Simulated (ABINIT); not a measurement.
Runs of ABINIT 10.8.3 (patched build) on Hf. The structure is hexagonal, space group P6_3/mmc (No. 194). Conventional cell: a = 3.197 Å, b = 3.197 Å, c = 5.058 Å, α = 90.00°, β = 90.00°, γ = 120.00°. Around Hf (site symmetry -6m2) lie 12 Hf at 3.13 to 3.20 Å. 

| task | level | potentials or basis | k mesh | cutoff (eV) | fine-grid cutoff | mesh quality | gap on the mesh (eV) | pressure (GPa) |
| --- | --- | --- | --- | --- | --- | --- | --- | --- |
| band structure | LDA | JTH PAW LDA v2.0 | 10 × 10 × 5 | 463 | 925.187 eV | not flagged | none | -8.1 |
| band structure | SOGGA | JTH PAW PBE v2.0 | 10 × 10 × 5 | 463 | 925.187 eV | not flagged | none | - |
| single point | PBE | JTH PAW PBE v2.0 | 4 × 4 × 2 | 463 | 925.187 eV | coarse | none | - |
| band structure | LDA | PseudoDojo NC SR LDA v0.4.1 standard | 10 × 10 × 5 | 789 | - | not flagged | none | -8.9 |
| band structure | revPBE | JTH PAW PBE v2.0 | 10 × 10 × 5 | 463 | 925.187 eV | not flagged | none | - |
| band structure | PW91 | JTH PAW PBE v2.0 | 10 × 10 × 5 | 517 | 1034.03 eV | not flagged | none | (a) |
| band structure | HCTH407 | JTH PAW PBE v2.0 | 10 × 10 × 5 | 463 | 925.187 eV | not flagged | none | - |
| band structure | PBE | JTH PAW PBE v2.0 | 10 × 10 × 5 | 463 | 925.187 eV | not flagged | none | - |

Alike in all rows: no spin polarisation; cell as given; smearing fermi-dirac 0.05 eV.

Q: Fill in the values left out.

A: (a) 0.0.

Caveats: some runs use coarse meshes; the PAW data sets were made with another functional, which shifts forces and pressure a little (some runs).

A k mesh can miss the band edges, and the runs leave out spin-orbit coupling on Hf.

A gap of «none» marks a metal or a gap under the smearing width.

Not every run made on this cell is shown here.
